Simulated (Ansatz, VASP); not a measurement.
# W in VASP and in Ansatz

The input INCAR:

```
PREC     = Accurate       # precision mode
ENCUT    = 520            # plane-wave cutoff, eV
EDIFF    = 1E-7           # SCF threshold, eV
ISMEAR   = -1             # smearing method
SIGMA    = 0.1            # smearing width, eV
LREAL    = False          # projectors in reciprocal space
LASPH    = True           # aspherical terms in the spheres
NELM     = 80             # most SCF steps
ALGO     = Normal         # electronic algorithm
ISIF     = 2              # what is computed and relaxed
LWAVE    = False          # write WAVECAR
LCHARG   = True           # write CHGCAR
GGA      = PS             # functional
LELF     = True           # ELF
LVHAR    = True         
NBANDS   = 13             # bands
```

Contents of KPOINTS:

```
Automatic mesh
0
Gamma
  18 18 18
```

POSCAR

```
W
1.0
   -1.5772027281      1.5772027281      1.5772027281
    1.5772027281     -1.5772027281      1.5772027281
    1.5772027281      1.5772027281     -1.5772027281
W
1
Direct
    0.0000000000      0.0000000000      0.0000000000
```

Input for Ansatz:

```yaml
crystal:
  lattice:
    - [-1.57720272813, 1.57720272813, 1.57720272813]
    - [1.57720272813, -1.57720272813, 1.57720272813]
    - [1.57720272813, 1.57720272813, -1.57720272813]
  atoms:
    - { symbol: W, position: [0.0, 0.0, 0.0] }
kpoints:
  mp_grid: { grid: [18, 18, 18] }
scf:
  occupations: { method: fermi_dirac, width: 0.1 }
hamiltonian:
  xc: pbesol
  pseudopotentials: { kind: all_electron, lapw: { basis_error: 0.001 } }
output:
  forces: true
  stress: true
  eigenvalues: true
  eigenstates:
    nscf_kmesh: { grid: [24, 24, 24] }
    de_dk: true
    e_range: [-14, 14]
  optics:
    e_range: [0, 30]
    de: 0.2
    sigma: 0.2
    bands: { spectra_wanted_up_to: 30 }
    nscf_kmesh: { grid: [24, 24, 24] }
    drude_damping: 0.03
checkpoint:
  write: ck
  write_wavefunctions: false
```

Alike in both runs: task single point; functional PBEsol; k mesh 18 × 18 × 18; occupations fermi-dirac, width 0.1 eV; no spin polarisation.

|  | VASP | Ansatz |
| --- | --- | --- |
| version | VASP 6.6.1 | Ansatz 0.2.0 |
| potentials or method | VASP PAW PBE potentials, release 64 (W_sv) | all-electron LAPW, scalar-relativistic |
| plane-wave cutoff (eV) | 520 | see its input |

|  | VASP | Ansatz | Ansatz less VASP |
| --- | --- | --- | --- |
| pressure (GPa) | 0.7 | 0.1 | -0.60 |

Ansatz ran all-electron here, so the differences hold the error of VASP's frozen core and of both bases. Ansatz warned: «optics_on_partly_filled_bands».

Caveats: the PAW data sets were made with another functional, which shifts forces and pressure a little (VASP). The runs have no spin-orbit coupling, so splittings on W are missing.
